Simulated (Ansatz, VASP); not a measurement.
## CdS in VASP and in Ansatz

File INCAR:

```
PREC = Accurate ; ENCUT = 520
EDIFF = 1E-6 ; ISMEAR = 0
SIGMA = 0.05 ; LREAL = False
LASPH = True ; NELM = 80
ALGO = Normal ; ISIF = 2
LWAVE = False ; LCHARG = True
GGA = PS ; LELF = True
LVHAR = True ; NBANDS = 16
```

Contents of KPOINTS:

```
regular mesh
0
Gamma
  9 9 6
```

POSCAR

```
CdS
1.0
    4.2611695877      0.0000000000      0.0000000000
   -2.1305847939      3.6902811128      0.0000000000
    0.0000000000      0.0000000000      5.8041729400
Cd S
1 1
Direct
    0.0000000000      0.0000000000      0.4426919200
    0.6666666667      0.3333333333      0.4343080800
```

Input for Ansatz:

```yaml
crystal:
  lattice:
    - [4.2611695877, 0.0, 0.0]
    - [-2.1305847939, 3.6902811128, 0.0]
    - [0.0, 0.0, 5.80417294]
  atoms:
    - { symbol: Cd, position: [0.0, 0.0, 0.44269192] }
    - { symbol: S, position: [0.6666666667, 0.3333333333, 0.43430808] }
basis:
  ecutwfc: 420
kpoints:
  mp_grid: { grid: [9, 9, 6] }
hamiltonian:
  xc: pbesol
scf:
  occupations: { method: gaussian, width: 0.05 }
output:
  forces: true
  stress: true
  eigenvalues: true
```

Measurements of this composition are mostly on another form, of space group No. 186.

Alike in both runs: task single point; functional PBEsol; k mesh 9 × 9 × 6; occupations gaussian, width 0.05 eV; no spin polarisation.

```csv
,VASP,Ansatz
version,VASP 6.6.1,Ansatz 0.2.0
potentials or method,"VASP PAW PBE potentials, release 64 (Cd, S)","scalar-relativistic, plane waves, PAW"
plane-wave cutoff (eV),520,420
valence electrons in the cell,18,26
```

|  | VASP | Ansatz | Ansatz less VASP |
| --- | --- | --- | --- |
| gap on the k mesh at the Fermi level (eV) | 1.42 | 1.42 | -0.003 |
| least direct gap on the mesh (eV) | 1.42 | 1.42 | -0.003 |
| pressure (GPa) | -1.3 | -1.5 | -0.19 |
| largest component of the traceless stress (GPa) | 1.29 | 1.49 | +0.208 |
| rms of the force components (eV/Å) | 0.008 | 0.010 | +0.0019 |

Atom by atom the forces differ by 0.002 eV/Å (rms over components). The two sets of potentials don't hold the same shells in valence.

Caveats: the PAW data sets were made with another functional, which shifts forces and pressure a little (VASP); an odd mesh through Γ misses points on the zone boundary, where band edges often lie. Expect the measured gap to be larger: semilocal functionals such as PBEsol lack the derivative discontinuity.
